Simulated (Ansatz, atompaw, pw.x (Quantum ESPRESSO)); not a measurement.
**What a changed setting does to a pw.x run (sc Ir)**

Potential: PAW, atompaw 4.2.0.5, PBE; core [Xe] 4f14, reference 5d8 6s1 6p0; waves: 6s (bound): rc 2.85 bohr; 6s channel at 0.45 Ry: rc 2.85 bohr; 6p (bound, empty): rc 2.85 bohr; 6p channel at 0.75 Ry: rc 2.70 bohr; 5d (bound): rc 2.40 bohr; 5d channel at 1.1 Ry: rc 2.38 bohr; local part: troulliermartins scheme with l = 3 at 1 Ry, radius 2.65 bohr; core correction: smooth core density matched at 2.45 bohr; augmentation: besselshape compensation charge, radius 2.55 bohr; PAW radius 2.85 bohr; waves and projectors: custom rrkj vanderbiltortho.

The reference run (k-mesh 13³, cutoffs 40/400 Ry, Fermi–Dirac 0.01 Ry, mixing_beta 0.4, conv_thr 1e-9, no spin) gives -0.17 GPa at 16.953 Å³/atom, where all-electron LAPW gives 1.24 GPa. This run, with its own iteration cap, changes degauss to 0.005.

```
&control
  calculation='scf', prefix='x', pseudo_dir='./', outdir='./tmp', tstress=.true., disk_io='none'
/
&system
  ibrav=0, nat=1, ntyp=1, ecutwfc=40, ecutrho=400, nbnd=12,
  occupations='smearing', smearing='fd', degauss=0.005
/
&electrons
  conv_thr=1e-09, mixing_beta=0.4, electron_maxstep=60
/
ATOMIC_SPECIES
Ir 1.0 Ir.UPF
CELL_PARAMETERS angstrom
  2.56890979 0.00000000 0.00000000
  0.00000000 2.56890979 0.00000000
  0.00000000 0.00000000 2.56890979
ATOMIC_POSITIONS crystal
Ir 0.0000 0.0000 0.0000
K_POINTS automatic
13 13 13 0 0 0
```

```bash
pw.x < Ir.scf.in > Ir.scf.out
```

Task: How does the run end?

Result: It converges in 10 iterations; the free energy moves by +37.5 meV/atom and the pressure by -0.43 GPa. In a metal, with Fermi–Dirac smearing, F lies below its zero-width value by a term in the square of the width.

```
Message from routine setup:
     using ibrav=0 with symmetry is DISCOURAGED, use correct ibrav instead
     lattice parameter (alat)  =       4.8545  a.u.
     unit-cell volume          =     114.4045 (a.u.)^3
     number of electrons       =         9.00
     number of Kohn-Sham states=           12
     kinetic-energy cutoff     =      40.0000  Ry
     charge density cutoff     =     400.0000  Ry
     scf convergence threshold =      1.0E-09
     Exchange-correlation= SLA PW PBX PBC
     number of k points=    84  Fermi-Dirac smearing, width (Ry)=  0.0050
     iteration #  1     ecut=    40.00 Ry     beta= 0.40
     total energy              =    -721.46647439 Ry
     estimated scf accuracy    <       0.08691586 Ry
     iteration #  2     ecut=    40.00 Ry     beta= 0.40
     total energy              =    -721.47083012 Ry
     estimated scf accuracy    <       0.00780748 Ry
     iteration #  3     ecut=    40.00 Ry     beta= 0.40
     total energy              =    -721.47247385 Ry
     estimated scf accuracy    <       0.00017735 Ry
     iteration #  4     ecut=    40.00 Ry     beta= 0.40
     c_bands:  1 eigenvalues not converged
     total energy              =    -721.47263537 Ry
     estimated scf accuracy    <       0.00014297 Ry
     iteration #  5     ecut=    40.00 Ry     beta= 0.40
     total energy              =    -721.47264877 Ry
     estimated scf accuracy    <       0.00000549 Ry
     iteration #  6     ecut=    40.00 Ry     beta= 0.40
     total energy              =    -721.47265148 Ry
     estimated scf accuracy    <       0.00000131 Ry
     iteration #  7     ecut=    40.00 Ry     beta= 0.40
     total energy              =    -721.47265180 Ry
     estimated scf accuracy    <       0.00000002 Ry
     iteration #  8     ecut=    40.00 Ry     beta= 0.40
     total energy              =    -721.47265184 Ry
     estimated scf accuracy    <       0.00000002 Ry
     iteration #  9     ecut=    40.00 Ry     beta= 0.40
     total energy              =    -721.47265184 Ry
     estimated scf accuracy    <          3.2E-09 Ry
     iteration # 10     ecut=    40.00 Ry     beta= 0.40
     the Fermi energy is    15.3414 ev
!    total energy              =    -721.47265184 Ry
     estimated scf accuracy    <          2.5E-12 Ry
     smearing contrib. (-TS)   =      -0.00190290 Ry
     convergence has been achieved in  10 iterations
          total   stress  (Ry/bohr**3)                   (kbar)     P=       -6.00
     Message from routine punch:
     Nothing written, as per user request (disk_io='none')
```

The run took about 7.8 s on one core of a shared host (Intel(R) Xeon(R) 6975P-C, 192 threads, 744 GiB, load 120).
